# An evenly strained carbon sheet

A flat honeycomb sheet of carbon (graphene) is squeezed or stretched by the same fraction in every in-plane direction. The energy change is counted per two-atom cell from the unstrained sheet. The sheet stress is a force per length of edge, positive when the sheet is compressed.

Ansatz 0.2.0, PBE with D3(BJ) dispersion, scalar-relativistic and without spin polarization, for a free-standing graphene sheet under biaxial strain, atoms relaxed at each strain. PAW, plane-wave cutoff 420 eV, Γ-centred 18×18×1 k mesh, Gaussian smearing of 0.1 eV. Energies count from the unstrained two-atom cell; stress is positive in compression.

| strain | energy change (meV/cell) | sheet stress xx (N/m) | sheet stress yy (N/m) |
| --- | --- | --- | --- |
| -4 % | 252.5 | 21.034 | 21.034 |
| -2 % | 59.7 | 9.542 | 9.542 |
| 2 % | 53.2 | -7.730 | -7.730 |
| 4 % | 201.8 | -13.970 | -13.970 |
| 7 % | 570.9 | -21.083 | -21.083 |

**1. What does the strain change inside the sheet?**

It changes only the bond length, which runs from 1.37 Å in the most squeezed row to 1.52 Å in the most stretched. The symmetry of the honeycomb keeps every bond angle at 120° and leaves no net force on any atom. Each cell holds three bonds, and all three change alike. The table therefore traces how the energy of the whole sheet depends on a single length.

**2. Which costs more, squeezing or stretching, and why?**

Squeezing costs more: at 4 % it takes 252.5 meV, against 201.8 meV for the same stretch. A shortened bond pushes electron clouds into each other, and that repulsion climbs steeply. A lengthened bond loses overlap, so the attraction that resists the stretch weakens and the tension rises less and less steeply. This is the standard account of a chemical bond; the table shows the lopsided energy, not its separate parts.

The difference between squeezing and stretching grows 7.8-fold when the strain doubles. A term in the cube of the strain would grow eightfold, so the lopsidedness is regular behaviour and not scatter. The squeezed rows describe a sheet held flat, whereas a large free sheet would escape by rippling.

**3. How stiff is the sheet, and which digits can be trusted?**

For small strain ε, the energy per area is (C₁₁ + C₁₂)ε², where the bracket is the stiffness against even strain. Averaging the two 2 % rows removes the lopsided part and gives 430 N/m. The stresses of the same rows give 432 N/m, so the two routes agree to within about half a percent.

The stresses need more care, because the runs warn of a loose convergence threshold for them. Carried back to zero strain, they leave about 0.03 N/m where the unstrained sheet should have almost none. The first decimal of a stress is thus usable and the third is not. These tests compare the calculation with itself and do not measure the error of the density functional.

**4. Can the small strains predict the largest stretch?**

A spring cannot do it: a parabola through the averaged 2 % energies lies 21 % too high at 7 %. A better guide is a diatomic molecule, whose energy is often described by a Morse curve, steep on the short side and flattening on the long side. For the sheet this reads

E = D(1 − exp(−sε))²

where D sets the height of the curve and s its lopsidedness. The four rows up to 4 % strain give D = 17.98 eV per cell and s = 2.8.

The 7 % row was kept out of that fit. There the exponential is exp(−2.8 × 0.07) = 0.822, so E = 17.98 eV × (1 − 0.822)² ≈ 0.57 eV. The table has 570.9 meV, and the unrounded prediction is 1.4 meV lower.

The height D should not be read as a binding energy. A Rydberg-type curve of similar shape predicts the 7 % row almost as well, yet its height is 15.9 eV. The rows fix the shape of the curve near its minimum, not the energy needed to pull the sheet apart. The printed output after this page compares the curves.

**5. Why does each further percent of stretch add less tension?**

Tension is the slope of the energy curve, and that slope rises ever more slowly as the bond lengthens. Around zero strain the stress changes by 432 N/m per unit strain; between 4 and 7 % it changes by only 237 N/m. Part of this fall is geometry, since the force is shared over an edge that has itself grown. Referred to the original edge, the last value is 268 N/m, so most of the softening belongs to the bond.

The Morse curve shows the same softening, which tests the curve and not the cause, since stress and energy come from the same calculation. Its slope, converted to a force per current edge length, reproduces every stress in the table to within 0.13 N/m, although only energies entered the fit.

**6. What does the strain do for an electronic device?**

It does not provide an off state. Even strain keeps the two atoms of the cell equivalent and preserves the threefold symmetry around each, so the filled and empty bands still touch at the corner of the Brillouin zone, the point K. All five rows are without a gap. Spin-orbit coupling, left out here, is known to open only a tiny one. A transistor channel of this sheet would gain no useful gap from such strain.

What does move is the work function, the energy needed to take an electron out of the sheet. It rises from 3.87 eV in the most squeezed row to 4.77 eV in the most stretched, by 0.07 to 0.10 eV per percent of strain. Strain left by processing can therefore shift how the sheet lines up with a metal contact. The calculation gives the size of this shift but does not divide it into causes.

The carriers also slow down, by about 8 % between the −2 % and 4 % rows. Longer bonds make it harder for an electron to hop between neighbours, while the larger distance covered by each hop makes up part of the loss. A model with nearest-neighbour hops only predicts a fall of 5 or 9 %, depending on which band energies supply the hopping strength. It gets the direction right and the size only roughly.

**7. What would change with a 16×16 mesh in place of 18×18?**

Judged from the mesh points alone, the sheet would falsely appear to have a gap. K lies one third of the way along both mesh directions, so a mesh centred on the zone's middle contains it only if its divisions are a multiple of three. With 16 divisions the nearest points sit beside K, where the bands have already separated. The band slope of the −2 % row puts this false gap at somewhat more than 1 eV; the estimate was not checked by a run.

**8. At what stretch does the sheet fail?**

The tension is still rising at 7 %, so the table contains no maximum from which to read a strength. Following the Morse curve further would not settle the matter, because it assumes that all bonds go on stretching alike. These runs enforce exactly that, because they keep the full symmetry of the honeycomb in a small repeated cell. The table leaves open at what strain a larger cell, freed from that symmetry, would lower its energy by making some bonds longer than others.

Numerical output:

```
Stiffness C11+C12 from energies at 2 % either way (N/m): 429.7
Stiffness C11+C12 from stresses at 2 % either way (N/m): 431.8
Extra cost of squeezing over stretching at 2 % (percent): 12.22
Extra cost of squeezing over stretching at 4 % (percent): 25.12
Growth of the squeeze-stretch difference from 2 to 4 % (factor): 7.8
Parabola from the 2 % rows, too high at 7 % by (percent): 21.13
fit of energy_change on 4 rows (abs(eps) < 0.05): coefficient of eps**2 141919 +/- 145, coefficient of eps**3 -396250 +/- 3697; rms 0.238, worst 2 % 0.398, leave-one-out rms 1.54
  rows outside the fit (model, value, miss): 7 % 559.5, 570.9, -11.4
fit of energy_change on 4 rows (abs(eps) < 0.05): coefficient of (1-exp(-s*eps))**2 17976 +/- 5.2, s 2.8; rms 0.0677, worst 2 % 0.117, leave-one-out rms 0.29
  rows outside the fit (model, value, miss): 7 % 569.5, 570.9, -1.42
fit of energy_change on 4 rows (abs(eps) < 0.05): coefficient of 1-(1+s*eps)*exp(-s*eps) 15919 +/- 4.6, s 4.208; rms 0.0686, worst 2 % 0.119, leave-one-out rms 0.258
  rows outside the fit (model, value, miss): 7 % 568.9, 570.9, -1.96
Slopes are from the row above:
   row  C-C (A)  stress slope (N/m)  slope per original edge (N/m)  stress from Morse (N/m)  work function (eV)  its rise per percent (eV)
  -4 %    1.366                 n/a                            n/a                    21.16               3.871                        n/a
  -2 %    1.395               574.6                          542.1                    9.526               4.064                    0.09671
   2 %    1.452               431.8                          430.9                   -7.737                4.41                    0.08635
   4 %     1.48                 312                          332.2                   -13.96               4.564                    0.07705
   7 %    1.523               237.1                          267.7                   -20.95               4.775                    0.07024
Largest miss of the Morse stress (N/m): 0.1281
Stress left at zero strain, from the even parts (N/m): 0.03067
Carrier velocity near K, fall from -2 to 4 % (percent): 8.38
Pi level depth at Gamma, fall from -2 to 4 % (percent): 14.67
Pi splitting at M, fall from -2 to 4 % (percent): 10.31
Velocity fall expected from the Gamma depth (percent): 9.451
Velocity fall expected from the M splitting (percent): 4.819
False gap of a 16x16 mesh at -2 %, rough (eV): 1.131
```
